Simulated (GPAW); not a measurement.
Crystal: Ni.

```xyz
1
Lattice="0.0000 1.7376 1.7376 1.7376 0.0000 1.7376 1.7376 1.7376 0.0000" Properties=species:S:1:pos:R:3 pbc="T T T"
Ni    0.0000    0.0000    0.0000
```

Base run:

| Quantity | Value |
| --- | --- |
| Program | GPAW 26.7.0 |
| Functional | PBEsol |
| Potentials or basis | PAW data sets generated in the run's folder for this functional |
| Cutoff | 600 eV |
| Basis | pw |
| k mesh | 13 × 13 × 13 |
| Occupations | fermi-dirac, width 0.05 eV |
| Spin | collinear spin, ferromagnetic start |
| Starting moments | [1.0] μB |

Its results: pressure 0.6 GPa; net moment 0.63 μB per cell; site moments Ni +0.66 μB.

Q: The run is repeated on the same cell with these changes: functional from PBEsol to RPBE; potentials or basis from PAW data sets generated in the run's folder for this functional to the program's PAW data sets (release 1.2.1) made for this functional. What comes out?

A: Pressure 17.1 GPa; net moment 0.63 μB per cell; site moments Ni +0.67 μB.

Caveats: the stock nickel data set gives pressures a few GPa off other programs; so large a pressure means that the cell lies far from this level's equilibrium, or that cutoff or potentials fall short (some runs).
